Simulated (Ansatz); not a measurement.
A distorted cell of InN (zinc blende):

```yaml
crystal:
  lattice:
    - [0.00000, 2.55794, 2.55794]
    - [2.55794, 0.00000, 2.55794]
    - [2.55794, 2.55794, 0.00000]
  atoms:
    - { symbol: N, position: [0.75000, 0.75000, 0.75000] }
    - { symbol: In, position: [0.00000, 0.00000, 0.00000] }
```

Computed with PBE (plane waves to 420 eV, PAW, scalar-relativistic; Ansatz, a first-principles code). k mesh 11×11×11 (Γ-centred), Fermi-Dirac smearing 0.05 eV. E stands for the smeared free energy. Stress and pressure are positive under compression. At this level the bands of InN touch or barely overlap; measurements give the solid a gap. InN was relaxed with its symmetry unable to fall. The PAW data are Ansatz's earlier set.

Question: Give the stress tensor in GPa and the pressure.

Answer: 
```
   -4.4      0.0      0.0
    0.0     -4.4      0.0
    0.0      0.0     -4.4
```
The pressure, a third of the trace, is -4.4 GPa.

Question: It is the relaxed cell scaled evenly to V/V₀ = 1.040, atoms relaxed where free. What is its energy relative to the relaxed cell?

Answer: 9 meV/atom.

(A scan under strain: stresses follow from slopes of the energy per volume, elastic moduli from its curvatures.)
